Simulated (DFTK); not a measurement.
Runs of DFTK 0.8.2 on Cr. Symmetry: P6_3/mmc, No. 194, hexagonal system. Conventional cell: a = 2.714 Å, b = 2.714 Å, c = 4.410 Å, α = 90.00°, β = 90.00°, γ = 120.00°. Cr (site symmetry -6m2) has 12 Cr at 2.71 Å as nearest neighbours. This isn't the form of Cr at room conditions, which is bcc.

| spin | gap on the mesh (eV) | pressure (GPa) | moment (μB) |
| --- | --- | --- | --- |
| collinear, ferromagnetic start | none | -23.3 | (a) |
| collinear, zero start | none | -27.8 | 0.00 |
| collinear, antiferromagnetic start | none | -5.3 | 0.00 |
| off | none | -27.8 | - |

Alike in all rows: task atomic charges; level PBE; potentials or basis dojo.nc.sr.pbe.v0_4_1.standard.upf (PBE); cell as given; k mesh 8 × 8 × 4; cutoff (eV) 1279; smearing fermi-dirac 0.05 eV.

Question: Fill in the values left out.

Answer: (a) 2.37.

A gap of «none» marks a metal or a gap under the smearing width.
